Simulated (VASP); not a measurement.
Runs of VASP 6.6.1 on KCl (Sylvite). Symmetry: Fm-3m, No. 225, cubic system. Conventional cell: a = 6.293 Å, b = 6.293 Å, c = 6.293 Å, α = 90.00°, β = 90.00°, γ = 90.00°. K (site symmetry m-3m) has 6 Cl at 3.15 Å as nearest neighbours. Around Cl (site symmetry m-3m) lie 6 K at 3.15 Å. 

```tsv
task	level	potentials or basis	cell	k mesh	cutoff (eV)	smearing	ladder	GW scheme	GW iterations	cutoff of the response function	frequency points	mesh quality	gap on the mesh (eV)	pressure (GPa)
band structure	r2SCAN	VASP PAW PBE potentials, release 64 (K_sv, Cl)	as given	8 × 8 × 8	520	gaussian 0.02 eV	gaps	-	-	-	-	not flagged	5.83	0.0
single point	PBE	VASP PAW PBE potentials, release 64 (K_pv, Cl)	as given	7 × 7 × 7	500	gaussian 0.02 eV	-	-	-	-	-	not flagged	5.18	(a)
band structure	HSE06	VASP PAW PBE potentials, release 64 (K_sv, Cl)	as given	6 × 6 × 6	520	gaussian 0.02 eV	gaps	-	-	-	-	not flagged	(b)	0.5
band structure	LDA	VASP PAW LDA potentials, release 64 (K_sv, Cl)	as given	8 × 8 × 8	520	gaussian 0.02 eV	gaps	-	-	-	-	not flagged	4.75	-
relaxation of cell and atoms	B3LYP+D3(BJ)	VASP PAW PBE potentials, release 64 (K_sv, Cl)	relaxed	4 × 4 × 4	600	fermi-dirac 0.02 eV	-	-	-	-	-	coarse	7.00	0.0
```

Alike in all rows: no spin polarisation.

**Question.** Estimate the missing entries.

**Answer.** (a) 1.1; (b) 6.52.

Caveats: some runs use coarse meshes; the PAW data sets were made with another functional, which shifts forces and pressure a little (some runs); an odd mesh through Γ misses points on the zone boundary, where band edges often lie (some runs).

Not every run made on this cell is shown here.
